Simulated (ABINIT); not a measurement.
Set up this calculation in ABINIT 10.8.3 (patched build), as the native input.

```
Task                                            : equation of state
Functional                                      : PBEsol
Potentials or basis                             : JTH PAW PBE v2.0 sp
Cutoff                                          : 408 eV
k mesh                                          : 7 × 7 × 7
Occupations                                     : fermi-dirac, width 0.05 eV
Spin                                            : no spin polarisation
Fine-grid cutoff                                : 816.342 eV
Exchange and correlation inside the PAW spheres : full angular mesh (pawxcdev 0, this build's default; the released program takes 1)
```

The system is Sn.

```
CELL_PARAMETERS angstrom
0.00000 3.23334 3.23334
3.23334 0.00000 3.23334
3.23334 3.23334 0.00000
ATOMIC_POSITIONS crystal
Sn 0.75000 0.75000 0.75000
Sn 0.50000 0.50000 0.50000
```

This isn't the form of Sn at room conditions, which is tetragonal (white tin).

These files were run (other wordings do the same):

run.abi

```
# Datasets: one volume each
ndtset 7
getwfk -1
scalecart1 3*0.9795861087
scalecart2 3*0.9864848297
scalecart3 3*0.9932883884
scalecart4 3*1.0000000000
scalecart5 3*1.0066227096
scalecart6 3*1.0131594038
scalecart7 3*1.0196128224

# Pseudopotentials
pp_dirpath "./"
pseudos "Sn.GGA_PBE-JTH_sp.xml"

# Structure
acell 3*1.0
rprim
     0.0000000000     6.1101323590     6.1101323590
     6.1101323590     0.0000000000     6.1101323590
     6.1101323590     6.1101323590     0.0000000000
ntypat 1
znucl 50
natom 2
typat 1 1
xred
     0.7500000000     0.7500000000     0.7500000000
     0.5000000000     0.5000000000     0.5000000000

# Plane-wave basis
ecut 15.0
pawecutdg 30.0

# k points
kptopt 1
ngkpt 7 7 7
nshiftk 1
shiftk 0.0 0.0 0.0

# Exchange and correlation
ixc -116133

# Bands and occupations
nband 8
occopt 3
tsmear 0.00183747

# SCF cycle
nstep 100
tolvrs 1.0e-9

# Output
iomode 3
prtwf 1
prtden 0
prteig 0
prtebands 0
enunit 1
```

Potentials or basis: JTH PAW PBE v2.0 sp.

Run with:

```console
$ abinit run.abi > log 2>&1
```

Results of the run:

| Item | Value |
| --- | --- |
| Equilibrium volume | 35.16 Å³/atom |
| Bulk modulus | 42 GPa |
| Pressure derivative of the bulk modulus | 4.9 |

Caveat: the cutoff is too short for stress, so the log's stress isn't used; pressures at fixed basis lie under the slope of the energies; the PAW data sets were made with another functional, which shifts forces and pressure a little; this set keeps more shells in the core, which shifts pressures and gaps; the atomic spheres overlap.

Run time: 64 s on 1 thread of Arm Neoverse V1, on a shared host, peak memory 0.14 GiB.
